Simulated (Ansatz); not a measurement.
# HC24: the cost of one run

Program: Ansatz 0.2.0. Level of theory: DFT PBE+D3(BJ), scalar-relativistic, plane waves, PAW. These are calculated values, not measurements.

## (1) The structure to begin with

The structure is triclinic, space group P1 (No. 1). The conventional cell has a = 7.392 Å, b = 16.218 Å, c = 22.000 Å, α = 90.00°, β = 90.00°, γ = 90.00°. C (site symmetry 1) is surrounded by 3 C at 1.42 Å. Around C (site symmetry 1) lie 3 C at 1.42 to 1.48 Å. Around C (site symmetry 1) lie 1 H at 1.12 Å. C (site symmetry 1) has 3 C at 1.42 to 1.49 Å as nearest neighbours. Only part of the 50 independent sites is listed.

As a file:

```cif
data_structure
_symmetry_space_group_name_H-M 'P 1'
_symmetry_Int_Tables_number 1
_cell_length_a 7.3920
_cell_length_b 16.2175
_cell_length_c 22.0000
_cell_angle_alpha 90.000
_cell_angle_beta 90.000
_cell_angle_gamma 90.000
_cell_volume 2637.36
loop_
_atom_site_label
_atom_site_type_symbol
_atom_site_fract_x
_atom_site_fract_y
_atom_site_fract_z
_atom_site_occupancy
C1 C 0.00000 0.00000 0.45455 1
C2 C 0.16667 0.03980 0.46813 1
C3 C 0.16667 0.12108 0.49238 1
C4 C 0.00000 0.16316 0.50145 1
C5 C 0.00000 0.24868 0.52530 1
C6 C 0.16667 0.29374 0.50736 1
C7 C 0.16667 0.37892 0.49238 1
C8 C 0.00000 0.41996 0.48099 1
C9 C 0.00000 0.50000 0.45455 1
C10 C 0.16667 0.53980 0.44096 1
C11 C 0.16667 0.62108 0.41671 1
C12 C 0.00000 0.66316 0.40764 1
C13 C 0.00000 0.75000 0.39967 1
C14 C 0.16667 0.79374 0.40173 1
C15 C 0.16667 0.87892 0.41671 1
C16 C 0.00000 0.91996 0.42810 1
C17 C 0.33333 0.00000 0.45455 1
C18 C 0.50000 0.03980 0.46813 1
C19 C 0.50000 0.12108 0.49238 1
C20 C 0.33333 0.15935 0.51711 1
C21 C 0.33333 0.25000 0.50942 1
C22 C 0.50000 0.29374 0.50736 1
C23 C 0.50000 0.37892 0.49238 1
C24 C 0.33333 0.41996 0.48099 1
C25 C 0.33333 0.50000 0.45455 1
C26 C 0.50000 0.53980 0.44096 1
C27 C 0.50000 0.62108 0.41671 1
C28 C 0.33333 0.66316 0.40764 1
C29 C 0.33333 0.75000 0.39967 1
C30 C 0.50000 0.79374 0.40173 1
C31 C 0.50000 0.87892 0.41671 1
C32 C 0.33333 0.91996 0.42810 1
C33 C 0.66667 0.00000 0.45455 1
C34 C 0.83333 0.03980 0.46813 1
C35 C 0.83333 0.12108 0.49238 1
C36 C 0.66667 0.16316 0.50145 1
C37 C 0.66667 0.25000 0.50942 1
C38 C 0.83333 0.29374 0.50736 1
C39 C 0.83333 0.37892 0.49238 1
C40 C 0.66667 0.41996 0.48099 1
C41 C 0.66667 0.50000 0.45455 1
C42 C 0.83333 0.53980 0.44096 1
C43 C 0.83333 0.62108 0.41671 1
C44 C 0.66667 0.66316 0.40764 1
C45 C 0.66667 0.75000 0.39967 1
C46 C 0.83333 0.79374 0.40173 1
C47 C 0.83333 0.87892 0.41671 1
C48 C 0.66667 0.91996 0.42810 1
H1 H 0.00000 0.24445 0.57611 1
H2 H 0.33333 0.14716 0.56722 1
```

## (2) Relaxing the atoms: H2C48 slab, no spin

Input file input.yaml:

```yaml
crystal:
  lattice:
    - [7.392, 0.0, 0.0]
    - [0.0, 16.2175381214, 0.0]
    - [0.0, 0.0, 22.0]
  atoms:
    - { symbol: C, position: [0.0, 0.0, 0.4545454545] }
    - { symbol: C, position: [0.1666666667, 0.0398023937, 0.4681263051] }
    - { symbol: C, position: [0.1666666667, 0.121078447, 0.4923801581] }
    - { symbol: C, position: [0.0, 0.1631609428, 0.5014527348] }
    - { symbol: C, position: [0.0, 0.2486778357, 0.5252996443] }
    - { symbol: C, position: [0.1666666667, 0.2937412758, 0.5073609849] }
    - { symbol: C, position: [0.1666666667, 0.378921553, 0.4923801581] }
    - { symbol: C, position: [0.0, 0.4199632041, 0.4809927957] }
    - { symbol: C, position: [0.0, 0.5, 0.4545454545] }
    - { symbol: C, position: [0.1666666667, 0.5398023937, 0.440964604] }
    - { symbol: C, position: [0.1666666667, 0.621078447, 0.416710751] }
    - { symbol: C, position: [0.0, 0.6631609428, 0.4076381743] }
    - { symbol: C, position: [0.0, 0.75, 0.3996704724] }
    - { symbol: C, position: [0.1666666667, 0.7937412758, 0.4017299242] }
    - { symbol: C, position: [0.1666666667, 0.878921553, 0.416710751] }
    - { symbol: C, position: [0.0, 0.9199632041, 0.4280981134] }
    - { symbol: C, position: [0.3333333333, 0.0, 0.4545454545] }
    - { symbol: C, position: [0.5, 0.0398023937, 0.4681263051] }
    - { symbol: C, position: [0.5, 0.121078447, 0.4923801581] }
    - { symbol: C, position: [0.3333333333, 0.1593520331, 0.5171120946] }
    - { symbol: C, position: [0.3333333333, 0.25, 0.5094204367] }
    - { symbol: C, position: [0.5, 0.2937412758, 0.5073609849] }
    - { symbol: C, position: [0.5, 0.378921553, 0.4923801581] }
    - { symbol: C, position: [0.3333333333, 0.4199632041, 0.4809927957] }
    - { symbol: C, position: [0.3333333333, 0.5, 0.4545454545] }
    - { symbol: C, position: [0.5, 0.5398023937, 0.440964604] }
    - { symbol: C, position: [0.5, 0.621078447, 0.416710751] }
    - { symbol: C, position: [0.3333333333, 0.6631609428, 0.4076381743] }
    - { symbol: C, position: [0.3333333333, 0.75, 0.3996704724] }
    - { symbol: C, position: [0.5, 0.7937412758, 0.4017299242] }
    - { symbol: C, position: [0.5, 0.878921553, 0.416710751] }
    - { symbol: C, position: [0.3333333333, 0.9199632041, 0.4280981134] }
    - { symbol: C, position: [0.6666666667, 0.0, 0.4545454545] }
    - { symbol: C, position: [0.8333333333, 0.0398023937, 0.4681263051] }
    - { symbol: C, position: [0.8333333333, 0.121078447, 0.4923801581] }
    - { symbol: C, position: [0.6666666667, 0.1631609428, 0.5014527348] }
    - { symbol: C, position: [0.6666666667, 0.25, 0.5094204367] }
    - { symbol: C, position: [0.8333333333, 0.2937412758, 0.5073609849] }
    - { symbol: C, position: [0.8333333333, 0.378921553, 0.4923801581] }
    - { symbol: C, position: [0.6666666667, 0.4199632041, 0.4809927957] }
    - { symbol: C, position: [0.6666666667, 0.5, 0.4545454545] }
    - { symbol: C, position: [0.8333333333, 0.5398023937, 0.440964604] }
    - { symbol: C, position: [0.8333333333, 0.621078447, 0.416710751] }
    - { symbol: C, position: [0.6666666667, 0.6631609428, 0.4076381743] }
    - { symbol: C, position: [0.6666666667, 0.75, 0.3996704724] }
    - { symbol: C, position: [0.8333333333, 0.7937412758, 0.4017299242] }
    - { symbol: C, position: [0.8333333333, 0.878921553, 0.416710751] }
    - { symbol: C, position: [0.6666666667, 0.9199632041, 0.4280981134] }
    - { symbol: H, position: [0.0, 0.2444469099, 0.5761131088] }
    - { symbol: H, position: [0.3333333333, 0.1471635221, 0.5672220461] }
scf:
  occupations: { method: gaussian, width: 0.05 }
output:
  forces: true
  write_density: true
  write_potential: true
  elf: true
  volumetric_format: npy
hamiltonian:
  xc: pbe
  dispersion: d3bj
kpoints:
  mp_grid: { grid: [4, 2, 1] }
relax:
  f_tol: 0.01
  max_steps: 150
  constraints: [{ sites: [0] }]
```

Launch:

```
$ ansatz run input.yaml --threads 8 --pin off --max-ram 14336MiB --backend cpu --events-out ev --progress --plain --runs-dir out
```

Q: Estimate wall time and peak memory on 8 threads of Arm Neoverse N1, shared host.

About 9.5 min, with a peak of 9.6 GiB.
